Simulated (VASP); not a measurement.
# ZnS (Wurtzite-2H) (P6_3mc) in VASP: a series of runs

Aim: see how the results for ZnS (Wurtzite-2H) move with the level of theory and the settings. Levels: PBEsol+rVV10, RPBE+D3. Tasks: relaxation of cell and atoms.

Program: VASP 6.6.1. These are calculated values, not measurements. Logs are shortened: lines on timing, memory, paths and dates and some standing lists are left out, and cuts for length are marked.

## 1. Starting point

The structure is hexagonal, space group P6_3mc (No. 186). Conventional cell: a = 3.811 Å, b = 3.811 Å, c = 6.234 Å, α = 90.00°, β = 90.00°, γ = 120.00°. Around Zn (site symmetry 3m) lie 4 S at 2.31 to 2.40 Å. Around S (site symmetry 3m) lie 4 Zn at 2.31 to 2.40 Å.

## 2. Relaxation of cell and atoms, PBEsol+rVV10

INCAR

```
ALGO = Normal
BPARAM = 20.0
CPARAM = 0.0093
EDIFF = 1E-7
EDIFFG = -0.02
ENCUT = 600
GGA = PS
IBRION = 2
ISIF = 3
ISMEAR = -1
IVDW_NL = 2
LASPH = True
LCHARG = False
LREAL = False
LUSE_VDW = True
LWAVE = False
NELM = 60
NSW = 40
PREC = Accurate
SIGMA = 0.05
```

KPOINTS

```
k-points
0
Gamma
  8 8 5
```

POSCAR

```
ZnS
1.0
    3.8110000000      0.0000000000      0.0000000000
   -1.9055000000      3.3004228138      0.0000000000
    0.0000000000      0.0000000000      6.2340000000
Zn S
2 2
Direct
    0.6666666667      0.3333333333      0.5000000000
    0.3333333333      0.6666666667      0.0000000000
    0.6666666667      0.3333333333      0.8850000000
    0.3333333333      0.6666666667      0.3850000000
```

Potentials or basis: VASP PAW PBE potentials, release 64 (Zn, S).

Started as:

```sh
$ cat potpaw_PBE.64/Zn/POTCAR potpaw_PBE.64/S/POTCAR > POTCAR
$ mpirun -np 1 vasp_std > vasp.out
```

OUTCAR:

```text
BPARAM = 20.0
   EDIFF = 1E-7
   EDIFFG = -0.02
   ENCUT = 600
   GGA = PS
   IBRION = 2
   ISIF = 3
   ISMEAR = -1
   IVDW_NL = 2
   LASPH = True
   LREAL = False
   NELM = 60
   NSW = 40
   PREC = Accurate

 ion  position               nearest neighbor table
   1  0.667  0.333  0.500-   4 2.31   4 2.31   4 2.31   3 2.40
   2  0.333  0.667  0.000-   3 2.31   3 2.31   3 2.31   4 2.40
   3  0.667  0.333  0.885-   2 2.31   2 2.31   2 2.31   1 2.40
   4  0.333  0.667  0.385-   1 2.31   1 2.31   1 2.31   2 2.40

  LATTYP: Found a hexagonal cell.
 ALAT       =     3.8110000000
 C/A-ratio  =     1.6357911309

  Lattice vectors:

 A1 = (   3.8110000000,   0.0000000000,   0.0000000000)
 A2 = (  -1.9055000000,   3.3004228138,   0.0000000000)
 A3 = (   0.0000000000,   0.0000000000,   6.2340000000)

Analysis of symmetry for initial positions (statically):
=====================================================================
 Subroutine PRICEL returns:
 Original cell was already a primitive cell.

 Routine SETGRP: Setting up the symmetry group for a
 hexagonal supercell.

 Subroutine GETGRP returns: Found 12 space group operations
 (whereof  6 operations were pure point group operations)
 out of a pool of 24 trial point group operations.

The static configuration has the point symmetry C_3v.
 The point group associated with its full space group is C_6v.

Analysis of symmetry for dynamics (positions and initial velocities):
=====================================================================
 Subroutine PRICEL returns:
 Original cell was already a primitive cell.

 Routine SETGRP: Setting up the symmetry group for a
 hexagonal supercell.

 Subroutine GETGRP returns: Found 12 space group operations
 (whereof  6 operations were pure point group operations)
 out of a pool of 24 trial point group operations.

The dynamic configuration has the point symmetry C_3v.
 The point group associated with its full space group is C_6v.

 Subroutine INISYM returns: Found 12 space group operations
 (whereof  6 operations are pure point group operations),
 and found     1 'primitive' translations

----------------------------------------------------------------------------------------

                                     Primitive cell

  volume of cell :      78.4107

  direct lattice vectors                    reciprocal lattice vectors
     3.811000000  0.000000000  0.000000000     0.262398321  0.151495741  0.000000000
    -1.905500000  3.300422814  0.000000000     0.000000000  0.302991482  0.000000000
     0.000000000  0.000000000  6.234000000     0.000000000  0.000000000  0.160410651

  length of vectors
     3.811000000  3.811000000  6.234000000     0.302991482  0.302991482  0.160410651

  position of ions in fractional coordinates (direct lattice)
     0.666666667  0.333333333  0.500000000
     0.333333333  0.666666667  0.000000000
     0.666666667  0.333333333  0.885000000
     0.333333333  0.666666667  0.385000000

  ion indices of the primitive-cell ions
   primitive index   ion index
                 1           1
                 2           2
                 3           3
                 4           4

----------------------------------------------------------------------------------------

 KPOINTS: k-points

Automatic generation of k-mesh.
 Grid dimensions read from file:
 generate k-points for:    8    8    5

 Generating k-lattice:

  Cartesian coordinates                     Fractional coordinates (reciprocal lattice)
     0.032799790  0.018936968  0.000000000     0.125000000  0.000000000  0.000000000
     0.000000000  0.037873935  0.000000000     0.000000000  0.125000000  0.000000000
     0.000000000  0.000000000  0.032082130     0.000000000  0.000000000  0.200000000

  Length of vectors
     0.037873935  0.037873935  0.032082130

  Shift w.r.t. Gamma in fractional coordinates (k-lattice)
     0.000000000  0.000000000  0.000000000

 Subroutine IBZKPT returns following result:
 ===========================================

 Found     30 irreducible k-points:

 Following reciprocal coordinates:
            Coordinates               Weight
  0.000000  0.000000  0.000000      1.000000
  0.125000  0.000000  0.000000      6.000000
  0.250000  0.000000  0.000000      6.000000
  0.375000  0.000000  0.000000      6.000000
  0.500000  0.000000  0.000000      3.000000
  0.125000  0.125000  0.000000      6.000000
[... 16 lines left out ...]
  0.250000  0.000000  0.400000     12.000000
  0.375000  0.000000  0.400000     12.000000
 [... further k-points ...]
   k-points           NKPTS =     30   k-points in BZ     NKDIM =     30   number of bands    NBANDS=     22
   number of dos      NEDOS =    301   number of ions     NIONS =      4
   total plane-waves  NPLWV =  45000
   dimension x,y,z NGX =    30 NGY =   30 NGZ =   50
   dimension x,y,z NGXF=    60 NGYF=   60 NGZF=  100
   ions per type =               2   2
   NGX,Y,Z   is equivalent  to a cutoff of  13.09, 13.09, 13.33 a.u.
   NGXF,Y,Z  is equivalent  to a cutoff of  26.17, 26.17, 26.67 a.u.
 SYSTEM =  unknown system
   PREC   = accura    normal or accurate (medium, high low for compatibility)
   ISTART =      0    job   : 0-new  1-cont  2-samecut
   ICHARG =      2    charge: 1-file 2-atom 10-const
   ISPIN  =      1    spin polarized calculation?
   LNONCOLLINEAR =      F non collinear calculations
   LSORBIT =      F    spin-orbit coupling
   LASPH  =      T    aspherical Exc in radial PAW
   ENCUT  =  600.0 eV  44.10 Ry    6.64 a.u.   7.61  7.61 12.45*2*pi/ulx,y,z
   NELM   =     60;   NELMIN=  2; NELMDL= -5     # of ELM steps
   EDIFF  = 0.1E-06   stopping-criterion for ELM
   LREAL  =      F    real-space projection
   EDIFFG = -.2E-01   stopping-criterion for IOM
   NSW    =     40    number of steps for IOM
   IBRION =      2    ionic relax: 0-MD 1-quasi-New 2-CG
   NFREE  =      1    steps in history (QN), initial steepest desc. (CG)
   ISIF   =      3    stress and relaxation
   ISYM   =      2    0-nonsym 1-usesym 2-fastsym
   POTIM  = 0.5000    time-step for ionic-motion
   TEBEG  =    0.0;   TEEND  =   0.0 temperature during run
   PSTRESS=    0.0 pullay stress
   NELECT =      36.0000    total number of electrons
   NUPDOWN=      -1.0000    fix difference up-down
   EMIN   =  10.00;   EMAX   =-10.00  energy-range for DOS
   EFERMI =   0.00;   METHOD = LEGACY
   ISMEAR =    -1;   SIGMA  =   0.05  broadening in eV -4-tet -1-fermi 0-gaus
   EFERMI_NEDOS =   21; number of points for ismear=-14 and -15
   IALGO  =     38    algorithm
   IMIX   =      4    mixing-type and parameters
     AMIX     =   0.40;   BMIX     =  1.00
     AMIX_MAG =   1.60;   BMIX_MAG =  1.00
  volume/ion in A,a.u.               =      19.60       132.29
  Fermi-wavevector in a.u.,A,eV,Ry     =   1.262943  2.386617 21.701647  1.595026
  Thomas-Fermi vector in A             =   2.396326
   LORBIT       =      0    0 simple, 1 ext, 2 COOP (PROOUT), +10 PAW based schemes
   GGA     = PS    functional components
   LHFCALC =     F    Hartree Fock is set to
   AEXX    =    0.0000 exact exchange contribution
   IVDW_NL    =     2    kernel type
   BPARAM     =20.0000
   IVDW    =     0    specifies the selected vdW correction
   LEPSILON=     F    determine dielectric tensor
   LRPA    =     F    only Hartree local field effects (RPA)
 conjugate gradient relaxation of ions
 non-spin polarized calculation
  energy-cutoff  :      600.00
  volume of cell :       78.41
 maximum number of plane-waves:      2643
   NGX = 15   NGY = 15   NGZ = 25

--------------------------------------- Ionic step        1  -------------------------------------------

 number of electron      36.0000045 magnetization

 Free energy of the ion-electron system (eV)
  ---------------------------------------------------
  ext. energy  EPLUGINS =         0.00000000
  ---------------------------------------------------
  free energy    TOTEN  =       -14.66854789 eV

  energy without entropy =      -14.66854789  energy(sigma->0) =      -14.66854789

------------------------ aborting loop because EDIFF is reached ----------------------------------------

  FORCE on cell =-STRESS in cart. coord.  units (eV):
  Direction    XX          YY          ZZ          XY          YZ          ZX
  --------------------------------------------------------------------------------------
  -------------------------------------------------------------------------------------
  Total       -0.4406405     -0.4406405     -1.3484746      0.0000000     -0.0000000      0.0000000
  in kB       -9.0036729     -9.0036729    -27.5535789      0.0000000     -0.0000000      0.0000000
  external PRESSURE =     -15.1869749 kB  Pullay stress =       0.0000000 kB
[... 175 lines left out ...]
  energy  without entropy=      -14.6962565780  energy(sigma->0) =      -14.69625658

--------------------------------------- Ionic step        6  -------------------------------------------

 number of electron      35.9999995 magnetization

 E-fermi :   3.3118     XC(G=0):  -9.9994

 val. band max:        2.2814940104   @ k =   0.0000   0.0000   0.0000
 cond. band min:       4.4332791426   @ k =   0.0000   0.0000   0.0000
 fundamental gap:      2.1517851323
 Fermi energy:         3.3117529145

 k-point     1 :       0.0000    0.0000    0.0000
  band No.  band energies     occupation
      1     -11.0951      2.00000
      2     -10.0891      2.00000
      3      -4.2032      2.00000
      4      -4.1898      2.00000
      5      -4.1898      2.00000
      6      -4.1045      2.00000
[... 574 lines left out ...]
      6      -3.9731      2.00000
[... 14 lines left out ...]
     21       7.4687      0.00000
     22       7.9656      0.00000

 [... further k-points ...]

------------------------ aborting loop because EDIFF is reached ----------------------------------------

  FORCE on cell =-STRESS in cart. coord.  units (eV):
  Direction    XX          YY          ZZ          XY          YZ          ZX
  --------------------------------------------------------------------------------------
  -------------------------------------------------------------------------------------
  Total       -0.0810493     -0.0810493      0.0194865      0.0000000      0.0000000      0.0000000
  in kB       -1.6907595     -1.6907595      0.4065063      0.0000000      0.0000000      0.0000000
  external PRESSURE =      -0.9916709 kB  Pullay stress =       0.0000000 kB
[... 23 lines left out ...]
  energy  without entropy=      -14.6983209670  energy(sigma->0) =      -14.69832097

--------------------------------------- Ionic step        7  -------------------------------------------

 number of electron      35.9999992 magnetization

 Free energy of the ion-electron system (eV)
  ---------------------------------------------------
  ext. energy  EPLUGINS =         0.00000000
  ---------------------------------------------------
  free energy    TOTEN  =       -14.69843584 eV

  energy without entropy =      -14.69843584  energy(sigma->0) =      -14.69843584

 E-fermi :   3.3108     XC(G=0): -10.0015

 val. band max:        2.2895820093   @ k =   0.0000   0.0000   0.0000
 cond. band min:       4.4354586505   @ k =   0.0000   0.0000   0.0000
 fundamental gap:      2.1458766412
 Fermi energy:         3.3107908197

 k-point     1 :       0.0000    0.0000    0.0000
  band No.  band energies     occupation
      1     -11.0940      2.00000
      2     -10.0929      2.00000
      3      -4.2024      2.00000
      4      -4.1877      2.00000
      5      -4.1877      2.00000
      6      -4.1022      2.00000
[... 574 lines left out ...]
      6      -3.9711      2.00000
[... 14 lines left out ...]
     21       7.4696      0.00000
     22       7.9639      0.00000

 [... further k-points ...]

------------------------ aborting loop because EDIFF is reached ----------------------------------------

  FORCE on cell =-STRESS in cart. coord.  units (eV):
  Direction    XX          YY          ZZ          XY          YZ          ZX
  --------------------------------------------------------------------------------------
  -------------------------------------------------------------------------------------
  Total       -0.0232136     -0.0232136     -0.0692505      0.0000000      0.0000000      0.0000000
  in kB       -0.4844404     -0.4844404     -1.4451757      0.0000000      0.0000000      0.0000000
  external PRESSURE =      -0.8046855 kB  Pullay stress =       0.0000000 kB
[... 19 lines left out ...]
  FREE ENERGIE OF THE ION-ELECTRON SYSTEM (eV)
  ---------------------------------------------------
  free  energy   TOTEN  =       -14.6984358406 eV

  energy  without entropy=      -14.6984358406  energy(sigma->0) =      -14.69843584

 reached required accuracy - stopping structural energy minimisation
```

It took 8.2 min on 1 thread of Intel Xeon 6975P-C (Granite Rapids), shared host; peak memory 0.4 GiB.

What came out:

```
Free energy                            : -14.6984 eV
Relaxed volume                         : 19.19 Å³/atom
Relaxed cell                           : a = 3.780 Å, b = 3.780 Å, c = 6.206 Å, α = 90.00°, β = 90.00°, γ = 120.00°
Space group after relaxing (to 0.05 Å) : P6_3mc (No. 186)
Energy gained by relaxing              : 7.5 meV/atom
Ionic steps                            : 7
Pressure after relaxing                : -0.1 GPa
Largest force after relaxing           : 0.012 eV/Å
Band gap on the k mesh                 : 2.15 eV, direct
```

Forces on the atoms (eV/Å):
```
Zn   0.000  0.000  0.012
Zn   0.000  0.000  0.012
S    0.000  0.000 -0.012
S    0.000  0.000 -0.012
```

Step by step:
```tsv
step	energy change (eV)	largest force (eV/Å)	pressure (GPa)	volume (Å³)
1	0.0000	0.3100	-1.52	78.41
2	-0.0234	0.1215	0.44	76.32
3	-0.0234	0.1226	0.42	76.33
4	-0.0269	0.0474	0.05	76.66
5	-0.0277	0.0062	-0.19	76.90
6	-0.0298	0.0075	-0.10	76.80
7	-0.0299	0.0121	-0.08	76.77
```

Final structure:
```yaml
crystal:
  lattice:
    - [3.77956, 0.00000, 0.00000]
    - [-1.88978, 3.27319, 0.00000]
    - [0.00000, 0.00000, 6.20584]
  atoms:
    - { symbol: Zn, position: [0.66667, 0.33333, 0.50532] }
    - { symbol: Zn, position: [0.33333, 0.66667, 0.00532] }
    - { symbol: S, position: [0.66667, 0.33333, 0.87968] }
    - { symbol: S, position: [0.33333, 0.66667, 0.37968] }
```

Levels at points of the mesh, in eV from the valence-band top:
```csv
k point,band 16,band 17,band 18,band 19,band 20,band 21
"(0.00, 0.00, 0.00)",-0.09,0.00,0.00,2.15,3.02,6.20
"(0.50, 0.00, 0.00)",-2.36,-1.80,-0.93,3.49,4.20,4.93
```

Caveat: the PAW data sets were made with another functional, which shifts forces and pressure a little. As with any semilocal functional, this PBEsol gap is likely too small.

## 3. Relaxation of cell and atoms, RPBE+D3

INCAR

```
  ALGO = Normal
  EDIFF = 1E-6
  EDIFFG = -0.005
  ENCUT = 600
  GGA = RP
  IBRION = 2
  ISIF = 3
  ISMEAR = -1
  IVDW = 11
  LASPH = T
  LCHARG = F
  LREAL = F
  LWAVE = F
  NELM = 80
  NSW = 40
  PREC = Accurate
  SIGMA = 0.05
```

KPOINTS is that of step 2.

POSCAR is that of step 2.

Potentials or basis: VASP PAW PBE potentials, release 64 (Zn, S).

Started as:

```sh
$ cat potpaw_PBE.64/Zn/POTCAR potpaw_PBE.64/S/POTCAR > POTCAR
$ mpirun -np 1 vasp_std > vasp.out
```

OUTCAR:

```text
EDIFF = 1E-6
   EDIFFG = -0.005
   ENCUT = 600
   GGA = RP
   IBRION = 2
   ISIF = 3
   ISMEAR = -1
   IVDW = 11
   LASPH = T
   LREAL = F
   NELM = 80
   NSW = 40
   PREC = Accurate
 IVDW          = 11

 ion  position               nearest neighbor table
   1  0.667  0.333  0.500-   4 2.31   4 2.31   4 2.31   3 2.40
   2  0.333  0.667  0.000-   3 2.31   3 2.31   3 2.31   4 2.40
   3  0.667  0.333  0.885-   2 2.31   2 2.31   2 2.31   1 2.40
   4  0.333  0.667  0.385-   1 2.31   1 2.31   1 2.31   2 2.40

  LATTYP: Found a hexagonal cell.
 ALAT       =     3.8110000000
 C/A-ratio  =     1.6357911309

  Lattice vectors:

 A1 = (   3.8110000000,   0.0000000000,   0.0000000000)
 A2 = (  -1.9055000000,   3.3004228138,   0.0000000000)
 A3 = (   0.0000000000,   0.0000000000,   6.2340000000)

[... 308 lines left out ...]

 number of electron      36.0000007 magnetization

------------------------ aborting loop because EDIFF is reached ----------------------------------------
[... 79 lines left out ...]
--------------------------------------- Ionic step       10  -------------------------------------------

 number of electron      36.0000007 magnetization

 Free energy of the ion-electron system (eV)
  ---------------------------------------------------
  ext. energy  EPLUGINS =         0.00000000
  ---------------------------------------------------
  free energy    TOTEN  =       -12.32479242 eV

  energy without entropy =      -12.32479242  energy(sigma->0) =      -12.32479242

 E-fermi :   3.3123     XC(G=0):  -9.4249

 val. band max:        2.2760342466   @ k =   0.0000   0.0000   0.0000
 cond. band min:       4.6557767387   @ k =   0.0000   0.0000   0.0000
 fundamental gap:      2.3797424921
 Fermi energy:         3.3123013868

 k-point     1 :       0.0000    0.0000    0.0000
  band No.  band energies     occupation
      1     -10.9017      2.00000
      2      -9.9704      2.00000
      3      -4.0349      2.00000
      4      -4.0240      2.00000
      5      -4.0240      2.00000
      6      -3.9409      2.00000
[... 589 lines left out ...]
     21       7.6916      0.00000
     22       8.1368      0.00000

 [... further k-points ...]

------------------------ aborting loop because EDIFF is reached ----------------------------------------

 Edisp (eV)   -1.61277

 E8    (eV) :    -0.4513
[... 27 lines left out ...]
  FREE ENERGIE OF THE ION-ELECTRON SYSTEM (eV)
  ---------------------------------------------------
  free  energy   TOTEN  =       -13.9375598010 eV

  energy  without entropy=      -13.9375598010  energy(sigma->0) =      -13.93755980

 reached required accuracy - stopping structural energy minimisation
```

OSZICAR:

```text
N       E                     dE             d eps       ncg     rms          rms(c)
DAV:   1     0.251548374151E+03    0.25155E+03   -0.19123E+04  1320   0.219E+03
DAV:   2     0.112273451369E+02   -0.24032E+03   -0.23366E+03  1350   0.402E+02
DAV:   3    -0.125364854556E+02   -0.23764E+02   -0.23602E+02  1560   0.125E+02
DAV:   4    -0.131108490947E+02   -0.57436E+00   -0.57369E+00  1590   0.198E+01
[... 81 lines left out ...]
DAV:   1    -0.123247785017E+02   -0.48273E-03   -0.12771E-02  1362   0.839E-01    0.518E-02
DAV:   2    -0.123247950230E+02   -0.16521E-04   -0.32788E-04  1726   0.186E-01    0.177E-02
DAV:   3    -0.123247936962E+02    0.13268E-05   -0.12134E-05  1482   0.315E-02    0.121E-02
DAV:   4    -0.123247925208E+02    0.11754E-05   -0.28691E-06  1290   0.110E-02    0.374E-03
DAV:   5    -0.123247924215E+02    0.99280E-07   -0.52626E-07   702   0.691E-03
  10 F= -.13937560E+02 E0= -.13937560E+02  d E =-.248308E-04
```

Run time: 3.8 min. Hardware: 1 thread of Intel Xeon 6975P-C (Granite Rapids), shared host; peak memory 0.24 GiB.

What came out:

```
Free energy                            : -13.9376 eV
Relaxed volume                         : 19.64 Å³/atom
Relaxed cell                           : a = 3.812 Å, b = 3.812 Å, c = 6.241 Å, α = 90.00°, β = 90.00°, γ = 120.00°
Space group after relaxing (to 0.05 Å) : P6_3mc (No. 186)
Energy gained by relaxing              : 5.0 meV/atom
Ionic steps                            : 10
Pressure after relaxing                : 0.0 GPa
Band gap on the k mesh                 : 2.38 eV, direct
Dispersion energy per atom             : -0.403 eV
```

The path:
```csv
step,energy change (eV),largest force (eV/Å),pressure (GPa),volume (Å³)
1,0.0000,0.3050,0.30,78.41
2,-0.0154,0.0782,-0.21,78.82
3,-0.0154,0.0719,-0.26,78.83
4,-0.0175,0.0433,0.12,78.51
5,-0.0184,0.0194,0.34,78.25
6,-0.0185,0.0078,0.39,78.13
7,-0.0199,0.0116,0.07,78.46
8,-0.0200,0.0121,0.02,78.53
9,-0.0200,0.0122,-0.01,78.54
10,-0.0200,0.0008,-0.03,78.55
```

Final structure:
```
Zn S
1.0
     3.81224    0.00000    0.00000
    -1.90612    3.30150    0.00000
     0.00000    0.00000    6.24139
Zn S
2 2
Direct
  0.66667 0.33333 0.50507
  0.33333 0.66667 0.00507
  0.66667 0.33333 0.87993
  0.33333 0.66667 0.37993
```

Caveat: the PAW data sets were made with another functional, which shifts forces and pressure a little. A hybrid or GW would open this gap; RPBE tends to underestimate it.
